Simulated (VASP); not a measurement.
Input of a VASP 6.6.1 run:

File INCAR:

```
ALGO = Normal
EDIFF = 1E-6
ENCUT = 520
ISIF = 2
ISMEAR = 0
LASPH = T
LCHARG = F
LREAL = F
LWAVE = F
NBANDS = 11
NELM = 100
PREC = Accurate
SIGMA = 0.02
```

The input KPOINTS:

```
k-points
0
Gamma
  8 8 8
```

POSCAR

```
AlP
1.0
    0.0000000000      2.7171146425      2.7171146425
    2.7171146425      0.0000000000      2.7171146425
    2.7171146425      2.7171146425      0.0000000000
Al P
1 1
Direct
    0.0000000000      0.0000000000      0.0000000000
    0.2500000000      0.2500000000      0.2500000000
```

Potentials or basis: VASP PAW LDA potentials, release 64 (Al, P).

Launch:

```bash
$ cat potpaw_LDA.64/Al/POTCAR potpaw_LDA.64/P/POTCAR > POTCAR
$ mpirun -np 1 vasp_std > vasp.out
```

(1) Estimate the band gap on the k mesh.

(2) What does it give for the pressure?

Results:

(1) 1.41 eV, indirect (least direct gap 3.24 eV).

(2) 0.0 GPa.
